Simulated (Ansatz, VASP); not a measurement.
TaSi5: VASP beside Ansatz

```xyz
6
Lattice="2.3496 -3.9682 0.0050 2.3496 3.9682 0.0050 -0.5868 0.0000 4.8570" Properties=species:S:1:pos:R:3 pbc="T T T"
Ta    4.2552    0.0000    0.2665
Si    2.1114   -1.4896    3.5423
Si    2.0069   -1.3216    1.0594
Si    2.0069    1.3216    1.0594
Si    2.1114    1.4896    3.5423
Si    0.2011    0.0000    2.7437
```

Change from the starting cell: the structure that the rattled cell fell into.

Alike in both runs: functional PBE; k mesh 4 × 4 × 4; occupations gaussian, width 0.1 eV; no spin polarisation.

Ansatz relaxed the structure, and its values are those at the end. VASP's run is a single point on that final structure, the one shown.

```csv
,VASP,Ansatz
version,VASP 6.6.1,Ansatz 0.2.0
potentials or method,"VASP PAW PBE potentials, release 64 (Ta_pv, Si)","scalar-relativistic, plane waves, PAW"
plane-wave cutoff (eV),520,420
valence electrons in the cell,31,33
```

VASP gave:

```
gap on the k mesh at the Fermi level (eV) : none
pressure (GPa)                            : 0.0
rms of the force components (eV/Å)        : 0.011
```

Problem. Estimate Ansatz's values.

Solution. gap on the k mesh at the Fermi level (eV): none; pressure (GPa): 0.0; rms of the force components (eV/Å): 0.010.

A gap of «none» marks a metal or a gap that the smearing closes. The two sets of potentials don't hold the same shells in valence.

Caveats: the k mesh is coarse (spacing up to 0.39 Å⁻¹), so the values aren't converged. Spin-orbit coupling is left out, which matters for the levels of Ta.
